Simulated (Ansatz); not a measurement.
## GeTe under a change: tensor shear ε_xy = −1.13 %

Consider GeTe (space group R3m, No. 160).

```yaml
crystal:
  lattice:
    - [2.11331, 1.22012, 3.63992]
    - [-2.11331, 1.22012, 3.63992]
    - [0.00000, -2.44024, 3.63992]
  atoms:
    - { symbol: Ge, position: [0.23423, 0.23423, 0.23423] }
    - { symbol: Te, position: [0.76577, 0.76577, 0.76577] }
```

Cartesian axes are those of the cell as printed.

Modification: tensor shear ε_xy = −1.13 % (engineering shear γ = -0.0226); the atoms relax in the strained cell.

Calculations: PBE (Ansatz, a quantum-chemistry and plane-wave program), no SOC. k-mesh 10×10×10 (Γ-centred); smearing 0.05 eV (Fermi–Dirac).

| quantity | base | changed | shift |
|---|---|---|---|
| volume per atom | 28.16 Å³ | 28.15 Å³ | -0.004 Å³ |
| space group | R3m (No. 160) | P1 (No. 1) | – |
| shortest interatomic distance | 2.852 Å | 2.840 Å | -0.012 Å |
| energy relative to the base (free energy F) | 0 meV/atom | +1.6 meV/atom | +1.6 meV/atom |
| pressure (mean of the normal stresses, compression positive) | 0.00 GPa | 0.03 GPa | +0.024 GPa |
| band gap (an upper bound: an edge found on the path is not a true extremum; both cells) | 0.62 eV | 0.41 eV | -0.21 eV |
| stress (xx, yy, zz, yz, xz, xy; compression positive) | – | (0.03, 0.02, 0.03, -0.02, -0.34, 0.78) GPa | – |

With Te present, leaving out spin-orbit coupling can change the band edges. Whether these cells are dynamically stable was not tested.
